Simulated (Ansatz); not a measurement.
# Is this Cd structure a true minimum?

The cell was found from a structure generator's guess, not taken from experiment.

Computed with DFT PBE, scalar-relativistic, plane waves, PAW in Ansatz 0.2.0. Cutoff 420 eV; k points 20×20×20 on the computed 2-atom cell (Γ-centred); Gaussian smearing, width 0.10 eV; no spin polarisation.

The cell below (2 atoms, space group Fddd (No. 70)) is relaxed within its symmetry.

```
CELL_PARAMETERS angstrom
0.00000 2.59188 5.67570
1.58966 0.00000 5.67570
1.58966 2.59188 0.00000
ATOMIC_POSITIONS crystal
Cd 0.50000 0.50000 0.50000
Cd 0.75000 0.75000 0.75000
```

For the test a repeat of it with 4 atoms (edges 3.04, 5.43, 5.89 Å) was strained at random (σ = 1.5 % a component), the atoms were moved at random (σ = 0.15 Å), and all was relaxed again on a coarse 8×4×4 mesh (in the run’s order of axes) with 0.20 eV smearing, with no symmetry imposed.

Question: Is the structure stable against such a distortion?

Answer: It doesn't return. The energy falls by 25 meV/atom on that mesh, the volume changes by -1.8 %, and the end has space group C2/m (No. 12) at a loose tolerance. Relaxed again on a 20×20×20 mesh with 0.10 eV smearing, the new structure lies 7 meV/atom below the first (mesh in the axes of the run's cell; the cell below is made exact in the group named). Space group C2/m (No. 12), monoclinic, a = 5.193 Å, b = 3.223 Å, c = 3.154 Å, β = 119.4°. Cd is surrounded by 12 Cd at 3.06–3.35 Å.

```
Cd
1.0
     2.59648   -1.61169    0.00000
     2.59648    1.61169    0.00000
    -1.54691    0.00000    2.74897
Cd
1
Cartesian
  -0.7735 0.0000 1.3745
```
